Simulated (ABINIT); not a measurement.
# Al2Au (Fm-3m) in ABINIT: notebook

One crystal, Al2Au, is run at these levels: PBE, LDA, PBEsol; tasks: equation of state.

Program: ABINIT 10.8.3 (patched build). These are calculated values, not measurements. Logs are shortened: lines on timing, memory, paths and dates and some standing lists are left out, and cuts for length are marked. The log counts tension as positive stress, the text compression.

## Step 1: Starting point

It takes space group Fm-3m (No. 225, cubic). The conventional cell has a = 6.000 Å, b = 6.000 Å, c = 6.000 Å, α = 90.00°, β = 90.00°, γ = 90.00°. Au (site symmetry m-3m) has 8 Al at 2.60 Å as nearest neighbours. Al (site symmetry -43m) is surrounded by 4 Au at 2.60 Å.

## Step 2: Equation of state, PBE

Input file run.abi:

```
# Datasets: one volume each
ndtset 7
getwfk -1
scalecart1 3*0.9795861087
scalecart2 3*0.9864848297
scalecart3 3*0.9932883884
scalecart4 3*1.0000000000
scalecart5 3*1.0066227096
scalecart6 3*1.0131594038
scalecart7 3*1.0196128224

# Pseudopotentials
pp_dirpath "./"
pseudos "Au.GGA_PBE-JTH.xml, Al.GGA_PBE-JTH.xml"

# Structure
acell 4.2426406871 4.2426406871 4.2426406871 Angstrom
rprim
     0.0000000000     0.7071067812     0.7071067812
     0.7071067812     0.0000000000     0.7071067812
     0.7071067812     0.7071067812     0.0000000000
ntypat 2
znucl 79 13
natom 3
typat 1 2 2
xred
     0.0000000000     0.0000000000     0.0000000000
     0.7500000000     0.7500000000     0.7500000000
     0.2500000000     0.2500000000     0.2500000000

# Plane-wave basis
ecut 24.0
pawecutdg 46.0
pawxcdev 0

# k points
kptopt 1
ngkpt 8 8 8
nshiftk 1
shiftk 0.0 0.0 0.0

# Exchange and correlation
ixc 11

# Bands and occupations
nband 13
occopt 3
tsmear 0.00183747

# SCF cycle
nstep 100
tolvrs 1.0e-9

# Output
iomode 3
prtwf 1
prtden 0
prteig 0
prtebands 0
enunit 1
```

Potentials or basis: JTH PAW PBE v2.0.

Command:

```bash
$ abinit run.abi > log 2>&1
```

run.abo:

```text
.Version 10.8.3 of ABINIT
 DATASET    1 : space group Fm -3 m (#225); Bravais cF (face-center cubic)
================================================================================
 Values of the parameters that define the memory need for DATASET  1.
     intxc =       0    ionmov =       0      iscf =      17    lmnmax =      18
     lnmax =       6     mgfft =      36  mpssoang =       3    mqgrid =    3001
     natom =       3  nloc_mem =       2    nspden =       1   nspinor =       1
    nsppol =       1      nsym =      48    n1xccc =       1    ntypat =       2
    occopt =       3   xclevel =       2
       mpw =        1936          nfft =       46656          nkpt =          29
 PAW method is used; the additional fine FFT grid is defined by:
   mgfftf=        48    nfftf =    110592
================================================================================
================================================================================
[... 71 lines left out ...]
 DATASET    7 : space group Fm -3 m (#225); Bravais cF (face-center cubic)
================================================================================
 Values of the parameters that define the memory need for DATASET  7.
     intxc =       0    ionmov =       0      iscf =      17    lmnmax =      18
     lnmax =       6     mgfft =      40  mpssoang =       3    mqgrid =    3001
     natom =       3  nloc_mem =       2    nspden =       1   nspinor =       1
    nsppol =       1      nsym =      48    n1xccc =       1    ntypat =       2
    occopt =       3   xclevel =       2
       mpw =        2186          nfft =       64000          nkpt =          29
 PAW method is used; the additional fine FFT grid is defined by:
   mgfftf=        50    nfftf =    125000
================================================================================
================================================================================

--------------------------------------------------------------------------------
------------- Echo of variables that govern the present computation ------------
--------------------------------------------------------------------------------
 -outvars: echo values of preprocessed input variables --------
            acell      8.0174289493E+00  8.0174289493E+00  8.0174289493E+00 Bohr
              amu      1.96966540E+02  2.69815390E+01
             ecut      2.40000000E+01 Hartree
           enunit           1
           getwfk          -1
              ixc          11
           jdtset        1    2    3    4    5    6    7
         kptrlatt        8    0    0      0    8    0      0    0    8
          kptrlen1     6.28300962E+01
          kptrlen2     6.32725763E+01
          kptrlen3     6.37089526E+01
          kptrlen4     6.41394316E+01
          kptrlen5     6.45642084E+01
          kptrlen6     6.49834683E+01
          kptrlen7     6.53973869E+01
            natom           3
            nband          13
           ndtset           7
            ngfft1         36      36      36
[... 150 lines left out ...]
 Radius for shape functions =  2.26305713
 Compensation charge density is not taken into account in XC energy/potential

- pspini: atom type   2  psp file is ./Al.GGA_PBE-JTH.xml
 Pseudopotential format is: paw10
 basis_size (lnmax)=  4 (lmn_size=  8), orbitals=   0   0   1   1
 Spheres core radius: rc_sph= 1.90363307
 Shapefunction is SIN type: shapef(r)=[sin(pi*r/rshp)/(pi*r/rshp)]**2
 Radius for shape functions =  1.60786206
 Compensation charge density is not taken into account in XC energy/potential

   4.74247219E+02                                ecore*ucvol(ha*bohr**3)
--------------------------------------------------------------------------------

[... 1206 lines left out ...]
 getcut: wavevector=  0.0000  0.0000  0.0000  ngfft=  40  40  40
         ecut(hartree)=     24.000   => boxcut(ratio)=   2.21880

 getcut : COMMENT -
  Note that boxcut > 2.2 ; recall that boxcut=Gcut(box)/Gcut(sphere) = 2
  is sufficient for exact treatment of convolution.
  Such a large boxcut is a waste : you could raise ecut
  e.g. ecut=   29.538533 Hartrees makes boxcut=2

 Fine grid specifications (used for densities):

 getcut: wavevector=  0.0000  0.0000  0.0000  ngfft=  50  50  50
         ecut(hartree)=     46.000   => boxcut(ratio)=   2.00415
--------------------------------------------------------------------------------
[... 158 lines left out ...]
-Cartesian components of stress tensor (GPa)         [Pressure= -2.8879E+00 GPa]
- sigma(1 1)=  2.88794046E+00  sigma(3 2)=  0.00000000E+00
- sigma(2 2)=  2.88794046E+00  sigma(3 1)=  0.00000000E+00
- sigma(3 3)=  2.88794046E+00  sigma(2 1)=  0.00000000E+00

== END DATASET(S) ==============================================================
================================================================================

 -outvars: echo values of variables after computation  --------
            acell      8.0174289493E+00  8.0174289493E+00  8.0174289493E+00 Bohr
           etotal1    -3.8409063833E+01
           etotal2    -3.8411567454E+01
           etotal3    -3.8413321515E+01
           etotal4    -3.8414409892E+01
           etotal5    -3.8414906814E+01
           etotal6    -3.8414877320E+01
           etotal7    -3.8414379365E+01
            fcart1    -0.0000000000E+00 -0.0000000000E+00 -0.0000000000E+00
                      -0.0000000000E+00 -0.0000000000E+00 -0.0000000000E+00
                      -0.0000000000E+00 -0.0000000000E+00 -0.0000000000E+00
            fcart2     2.1941960393E-31  2.8211091934E-31 -5.3287618097E-31
                      -4.3883920786E-31  4.3790577010E-47  1.2538263082E-31
                       2.1941960393E-31 -2.8211091934E-31  4.0749355015E-31
            fcart3     3.1130954678E-32 -3.1130954678E-32  3.1130954678E-32
                       3.1130954678E-32 -3.1130954678E-32 -1.5565477339E-31
                      -6.2261909357E-32  6.2261909357E-32  1.2452381871E-31
            fcart4     1.0049655136E-31 -2.3191511851E-32 -1.0049655136E-31
[... 52 lines left out ...]
           xangst3     0.0000000000E+00  0.0000000000E+00  0.0000000000E+00
                       4.4697977479E+00  4.4697977479E+00  4.4697977479E+00
                       1.4899325826E+00  1.4899325826E+00  1.4899325826E+00
           xangst4     0.0000000000E+00  0.0000000000E+00  0.0000000000E+00
                       4.5000000001E+00  4.5000000001E+00  4.5000000001E+00
                       1.5000000000E+00  1.5000000000E+00  1.5000000000E+00
           xangst5     0.0000000000E+00  0.0000000000E+00  0.0000000000E+00
                       4.5298021933E+00  4.5298021933E+00  4.5298021933E+00
                       1.5099340644E+00  1.5099340644E+00  1.5099340644E+00
           xangst6     0.0000000000E+00  0.0000000000E+00  0.0000000000E+00
                       4.5592173172E+00  4.5592173172E+00  4.5592173172E+00
                       1.5197391057E+00  1.5197391057E+00  1.5197391057E+00
           xangst7     0.0000000000E+00  0.0000000000E+00  0.0000000000E+00
                       4.5882577009E+00  4.5882577009E+00  4.5882577009E+00
                       1.5294192336E+00  1.5294192336E+00  1.5294192336E+00
             xred      0.0000000000E+00  0.0000000000E+00  0.0000000000E+00
                       7.5000000000E-01  7.5000000000E-01  7.5000000000E-01
                       2.5000000000E-01  2.5000000000E-01  2.5000000000E-01
 Calculation completed.
```

Run time: 6.1 min. Hardware: 1 thread of Arm Neoverse V1, shared host; peak memory 0.18 GiB.

What came out:

```yaml
Equilibrium_volume: 18.52 Å³/atom
Bulk_modulus: 104 GPa
Pressure_derivative_of_the_bulk_modulus: 5.0
```

Energy against volume, from the lowest point:
| volume (Å³/atom) | energy (meV/atom) |
| --- | --- |
| 16.920 | 53.00 |
| 17.280 | 30.29 |
| 17.640 | 14.38 |
| 18.000 | 4.51 |
| 18.360 | 0.00 |
| 18.720 | 0.27 |
| 19.080 | 4.78 |

Caveat: pressures at fixed basis lie under the slope of the energies. The run has no spin-orbit coupling, so splittings on Au are missing.

## Step 3: Equation of state, LDA

run.abi: that of step 2 with these lines changed.

```diff
@@ -33,3 +33,2 @@
 pawecutdg 46.0
-pawxcdev 0
 
@@ -42,3 +41,3 @@
 # Exchange and correlation
-ixc 11
+ixc 7
```

Potentials or basis: JTH PAW PBE v2.0.

Command:

```bash
$ abinit run.abi > log 2>&1
```

Run time: 5.4 min. Hardware: 1 thread of Arm Neoverse V1, shared host; peak memory 0.17 GiB.

It converged, with:

| Quantity | Value |
| --- | --- |
| Equilibrium volume | 17.67 Å³/atom |
| Bulk modulus | 120 GPa |
| Pressure derivative of the bulk modulus | 5.0 |

Energy against volume, from the lowest point:
```csv
volume (Å³/atom),energy (meV/atom)
16.920,13.08
17.280,3.39
17.640,0.00
18.000,2.18
18.360,9.27
18.720,20.70
19.080,35.99
```

Caveat: pressures at fixed basis lie under the slope of the energies; the PAW data sets were made with another functional, which shifts forces and pressure a little.

## Step 4: Equation of state, PBEsol

run.abi: that of step 3 with these lines changed.

```diff
@@ -33,2 +33,3 @@
 pawecutdg 46.0
+pawxcdev 0
 
@@ -41,3 +42,3 @@
 # Exchange and correlation
-ixc 7
+ixc -116133
```

Command:

```bash
$ abinit run.abi > log 2>&1
```

Run time: 7.4 min. Hardware: 1 thread of Arm Neoverse V1, shared host; peak memory 0.18 GiB.

Results (log left out):

* Equilibrium volume: 18.03 Å³/atom
* Bulk modulus: 114 GPa
* Pressure derivative of the bulk modulus: 5.0

Energy against volume, from the lowest point:
| volume (Å³/atom) | energy (meV/atom) |
| --- | --- |
| 16.920 | 27.62 |
| 17.280 | 12.07 |
| 17.640 | 3.11 |
| 18.000 | 0.00 |
| 18.360 | 2.07 |
| 18.720 | 8.75 |
| 19.080 | 19.51 |

Caveat: pressures at fixed basis lie under the slope of the energies; the PAW data sets were made with another functional, which shifts forces and pressure a little.

## Step 5: Overview

```csv
level,V0 of scaled cells (Å³/atom),B0 (GPa)
PBE,18.52,104
LDA,17.67,120
PBEsol,18.03,114
```

Alike in all rows: task equation of state; potentials or basis JTH PAW PBE v2.0; no spin polarisation; cell as given; k mesh 8 × 8 × 8; cutoff (eV) 653; smearing fermi-dirac 0.05 eV.

Caveats: pressures at fixed basis lie under the slope of the energies; the PAW data sets were made with another functional, which shifts forces and pressure a little (some runs).

Total energies depend on the potentials used, so only differences within one code and one set of settings carry meaning.
